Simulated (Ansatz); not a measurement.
# BaTiO3 (P4mm): the dielectric response by several routes

Aim: the electronic dielectric constant of BaTiO3 (P4mm) by perturbation theory, a sum over states and the RPA step of G0W0.

Main program and level: Ansatz 0.2.0; linear response on PBE, plane waves, PAW.

**What was measured.**

- ε∞ 5.3: high-frequency dielectric constant from IR ellipsometry; ellipsometry; bulk crystal (commercial single crystal) (“Optical probe of ferroelectric order in bulk and thin film perovskite titanates”, 2013, arxiv:1309.1245).

Report form: the programs' logs are mostly left out.

## Step 1: The starting structure

It takes space group P4mm (No. 99, tetragonal). Conventional cell: a = 3.990 Å, b = 3.990 Å, c = 4.023 Å, α = 90.00°, β = 90.00°, γ = 90.00°. Ba has 12 O at 2.80 to 2.87 Å nearest. Ti has 6 O at 1.84 to 2.18 Å nearest. Nearest to O lie 2 Ti at 1.84 to 2.18 Å and 4 Ba at 2.82 Å. Nearest to O lie 2 Ti at 2.00 Å and 4 Ba at 2.80 to 2.87 Å. Farther neighbours and most contacts between anions are not listed.

The cell and positions come from the Crystallography Open Database and are kept as given unless a step says otherwise. Spin-orbit coupling is left out unless a step names it. The default PAW set here is soft_2. Its files were made with PBE.

## Step 2: Response to a homogeneous field

The response to a uniform field gives ε∞, a yardstick for the screening that GW builds on its mesh.

This step: dielectric response by perturbation theory, PBE, plane waves, PAW.

Contents of input.yaml:

```yaml
crystal:
  lattice:
    - [3.99048, 0.0, 0.0]
    - [0.0, 3.99048, 0.0]
    - [0.0, 0.0, 4.02303]
  atoms:
    - { symbol: Ba, position: [0.0, 0.0, 0.0] }
    - { symbol: Ti, position: [0.5, 0.5, 0.522] }
    - { symbol: O, position: [0.5, 0.5, 0.979] }
    - { symbol: O, position: [0.5, 0.0, 0.488] }
    - { symbol: O, position: [0.0, 0.5, 0.488] }
kpoints:
  mp_grid: { grid: [6, 6, 6] }
hamiltonian:
  xc: pbe
scf:
  occupations: { method: fixed }
dielectric: {}
```

The run is started by

```
$ ansatz run input.yaml --threads 3 --pin off --max-ram 92160MiB --backend cuda --events-out ev --progress --plain --runs-dir out --devices 1 --max-vram 13GiB
```

Run time: 40 s. Hardware: 1 × NVIDIA H100 80GB HBM3 (shared by 6 runs) with 3 threads of AMD EPYC 7R13 (Zen 3), shared host; peak memory 1.5 GiB; 52 s of CPU time.

This step gave:

```yaml
stated_error_of_eps_infinity: 0.023
```

One over ε∞ averages 0.16, under the quarter of exact exchange in PBE0, which by this rule of thumb may open the gap too far.

High-frequency dielectric tensor:

```
6.38 0.00 0.00
0.00 6.38 0.00
0.00 0.00 5.71
```

Born effective charge (e), principal values of the symmetric part by kind of site:

```
atom  atoms with these values    low  middle   high   mean
 Ba1                        1   2.76    2.76   2.85   2.79
 Ti2                        1   5.88    7.00   7.00   6.63
  O3                        1  -4.77   -2.01  -2.01  -2.93
  O4                        2  -5.60   -2.15  -1.98  -3.24
```

In full for O4:

```
-2.15  0.00  0.00
 0.00 -5.60  0.00
 0.00  0.00 -1.98
```

## Step 3: Independent-particle spectrum

The independent-particle spectrum shows where the oscillator strength lies, before excitons and local fields.

This step: independent-particle optics on PBE, plane waves, PAW.

input.yaml, as its differences from that of step 2:

```diff
@@ -17,2 +17,4 @@
   occupations: { method: fixed }
-dielectric: {}
+  n_extra_bands: 43
+output:
+  optics: { e_range: [0, 25], de: 0.1, sigma: 0.2 }
```

Elapsed: 39 s, on 1 × NVIDIA H100 80GB HBM3 (shared by 6 runs) with 3 threads; peak memory 1.6 GiB.

This step gave:

| Quantity | Value |
| --- | --- |
| ε∞ without local fields (xx, yy, zz) | 6.534, 6.534, 6.190 |
| electrons in the f-sum (xx, yy, zz) | 27.66, 27.66, 27.72 |
| bands in the explicit sum (the static value is completed to all bands) | 63 |

The sum gives ε∞ = 6.53 and 6.19 without local fields.

Independent particles, no local fields, Gaussian width 0.2 eV. The ε₂ by photon energy; read off at these points:

```
photon energy (eV)   xx=yy      zz
              1.50       0       0
              2.00  0.0439       0
              2.50    1.55  0.0988
              3.00    3.54    1.11
              3.50    5.52    3.07
              4.00    8.46    7.74
              4.20    9.27    9.56
              4.30    9.20    10.0
              4.50    7.71    9.15
              5.00    3.60    4.44
              5.50    2.95    4.05
              6.00    2.88    3.70
              6.50    3.43    3.88
              7.00    4.61    5.02
              7.50    4.14    4.72
              8.00    3.62    4.30
              8.50    4.72    5.38
              8.60    4.89    5.42
              8.90    5.26    5.36
              9.00    5.14    5.38
              9.50    4.01    4.66
             10.00    4.39    4.08
             10.50    4.54    4.14
             11.00    3.61    3.54
             11.50    2.96    2.92
             12.00    2.61    2.60
             12.50    1.48    1.48
             13.00    1.14    1.16
             13.50    1.08    1.05
             14.00   0.830   0.835
             14.50   0.460   0.391
             15.00   0.509   0.481
             15.50    1.23    1.23
             16.00    1.27    1.14
             16.50    1.41    1.27
             17.00    2.15    1.94
             17.50    2.83    2.72
             18.00    3.74    3.95
             18.50    4.67    4.61
             19.00    4.90    4.76
             19.50    3.05    3.01
             20.00    2.27    2.20
             20.50    1.89    1.82
             21.00    2.00    2.04
             21.50    1.75    1.69
             22.00    1.29    1.46
             22.50   0.949    1.08
             23.00    1.06    1.02
             23.50   0.894   0.910
             24.00   0.596   0.593
             24.50   0.518   0.516
             25.00   0.499   0.475
```

Independent particles, no local fields, Gaussian width 0.2 eV. Table of loss function by photon energy; read off at these points:

```
photon energy (eV)   xx=yy       zz
              1.50       0        0
              2.00  6.8e-4        0
              2.50  0.0168  0.00157
              3.00  0.0366   0.0129
              3.50  0.0500   0.0257
              4.00  0.0713   0.0508
              4.50   0.128   0.0988
              5.00   0.226    0.166
              5.50   0.187    0.164
              6.00   0.146    0.158
              6.50   0.114    0.111
              7.00   0.143    0.130
              7.50   0.175    0.166
              8.00   0.167    0.155
              8.50   0.152    0.154
              9.00   0.180    0.175
              9.50   0.225    0.211
             10.00   0.214    0.242
             10.50   0.220    0.242
             11.00   0.277    0.282
             11.50   0.334    0.336
             12.00   0.349    0.351
             12.50   0.586    0.547
             13.00   0.874    0.858
             13.20   0.917    0.911
             13.50   0.827    0.917
             14.00   0.846    0.984
             14.10   0.806     1.01
             14.50   0.428    0.422
             15.00   0.156    0.166
             15.50   0.200    0.222
             16.00   0.238    0.245
             16.50   0.182    0.182
             17.00   0.173    0.168
             17.50   0.192    0.181
             18.00   0.188    0.178
             18.50   0.202    0.208
             19.00   0.204    0.210
             19.50   0.262    0.269
             20.00   0.359    0.365
             20.50   0.480    0.508
             21.00   0.453    0.457
             21.50   0.435    0.464
             22.00   0.512    0.533
             22.50   0.724    0.640
             23.00   0.762    0.735
             23.50   0.766    0.720
             24.00   0.992     1.01
             24.50    1.48     1.41
             25.00    1.69     1.69
```

Independent particles, no local fields, Gaussian width 0.2 eV. ε₁ against photon energy:

```
photon energy (eV)    xx=yy      zz
                 0     6.47    6.13
                 1     6.73    6.30
                 2     8.05    7.00
                 3     9.18    9.23
                 4     6.86    9.62
                 5     1.73    2.66
                 6     3.37    3.11
                 7     3.30    3.67
                 8     2.93    3.03
                 9     1.44    1.37
                10     1.12   0.454
                11   -0.140  -0.226
                12   -0.814  -0.811
                13  -0.0129  -0.105
                14    0.541   0.389
                15     1.74    1.63
                16     1.93    1.83
                17     2.79    2.80
                18     2.43    2.57
                19  -0.0783  -0.114
                20    -1.08   -1.09
                21   -0.641  -0.545
                22   -0.923  -0.782
                23   -0.520  -0.587
                24   -0.496  -0.488
                25   -0.214  -0.235
```

## Step 4: RPA screening from the G0W0 run

G0W0 replaces the xc potential by the self-energy, built once from these orbitals. Only a window of levels is corrected, while the sums run over the empty bands that the input names.

This step: G0W0 on PBE, plane waves, PAW.

input.yaml, the sections that differ from step 3:

```yaml
kpoints:
  mp_grid: { grid: [4, 4, 4] }
scf:
  occupations: { method: fixed }
gw:
  n_empty_bands: 411
  ecut_chi: 200.0
  qp_bands: [v2, c2]
  qp_kpoints: band_edges
  screening: { model: contour_deformation }
# crystal, hamiltonian: as in step 3
# output: removed
```

Run time: 36 s. Hardware: 1 × NVIDIA H100 80GB HBM3 (shared by 6 runs) with 3 threads; peak memory 1.8 GiB; 49 s of CPU time.

Numbers from this step:

```
bands summed                                 : 431
RPA ε∞ on this mesh (eigenvalues)            : 5.636, 6.245, 6.245
plane waves in the screening matrix          : 437
G0W0 gap on the mesh                         : 3.374 eV
k of the valence top                         : -0.5, -0.5, -0.5
k of the conduction bottom                   : 0, 0, 0
starting gap on the mesh                     : 1.856 eV
least direct G0W0 gap on the computed points : 3.723 eV
```

The gap on the mesh goes from 1.86 eV to 3.37 eV, a correction of +1.52 eV. Between the two edge states, bare exchange in place of the xc potential would open the gap by 12.75 eV, and correlation takes back 11.24 eV.

Mean over the mesh in bins of 0.25 1/Å. The static inverse dielectric function, diagonal by length of q+G:

```
length of q+G (Å⁻¹)  static inverse dielectric function, diagonal
               0.50                                         0.225
               0.78                                         0.286
               1.25                                         0.402
               1.52                                         0.471
               1.75                                         0.525
               2.03                                         0.588
               2.50                                         0.681
               2.76                                         0.725
               3.00                                         0.759
               3.50                                         0.816
               3.74                                         0.837
               4.00                                         0.858
               4.26                                         0.875
               4.76                                         0.905
               5.01                                         0.917
               5.25                                         0.928
               5.75                                         0.947
               6.00                                         0.955
               6.25                                         0.962
               6.50                                         0.968
               7.01                                         0.977
               7.19                                         0.980
```

## Step 5: The values together

Times are wall times on 1 × NVIDIA H100 80GB HBM3 (shared by 6 runs) with 3 threads of AMD EPYC 7R13 (Zen 3), shared host, good to a factor of about two.

```
                                          method                            mesh  ε∞, low  middle  high  mean  time
perturbation theory (local fields and xc kernel)  6×6×6 (response on 216 points)     5.71    6.38  6.38  6.16  40 s
               sum over states (no local fields)                           6×6×6     6.19    6.53  6.53  6.42  39 s
           RPA with local fields, on the GW mesh                           4×4×4     5.64    6.24  6.24  6.04  36 s
```

## Step 6: Results

| Quantity | Value |
| --- | --- |
| perturbation theory (local fields and xc kernel) | 5.71, 6.38, 6.38 |
| sum over states (no local fields) | 6.19, 6.53, 6.53 |
| RPA with local fields, on the GW mesh | 5.64, 6.24, 6.24 |

What this shows: Mean Born effective charge: Ba1 2.79, Ti2 6.63, O3 -2.93, O4 -3.24 e. The most distinct maxima of the ε₂ (xx=yy) lie at 4.2, 8.9 and 19.0 eV, the highest at 4.2 eV. The loss function (xx=yy) has a distinct peak at 13.2 eV. The sum without local fields gives 6.42 in the mean against 6.16 by perturbation theory; local fields lower ε∞ and the xc kernel gives part of it back, though the sum also carries the error of its own mesh. The RPA values on the 4×4×4 mesh average 0.98 times those of perturbation theory (means 6.04 and 6.16). Without the xc kernel RPA should lie a little lower, and the mean does, by little. Against experiment, the principal values 5.71 and 6.38 of the first method stand beside the measured 5.3 (high-frequency dielectric constant from IR ellipsometry, 2013). PBE usually puts the gap too low, which tends to raise ε∞. Ions are clamped, so the lattice part of the static constant is not in these numbers.

[Paths, hosts, dates, memory and timing lines, banners, echoed tables and standing remarks are left out of the program output.]

[Logs are printed without paths, hosts, clocks, repeated set-up lines and the standing remarks that a program may print on its own settings, such as how far it seeks lower states.]

[Runs of the session that timed out or met a known fault of the program may be left out.]

[Cells called generated may have been cut or substituted from an entry of the Crystallography Open Database or the Materials Project.]

[Hosts, paths, dates, database ids (printed as entryN), source tags and the programs' standing remarks are cut or masked in the printed files.]
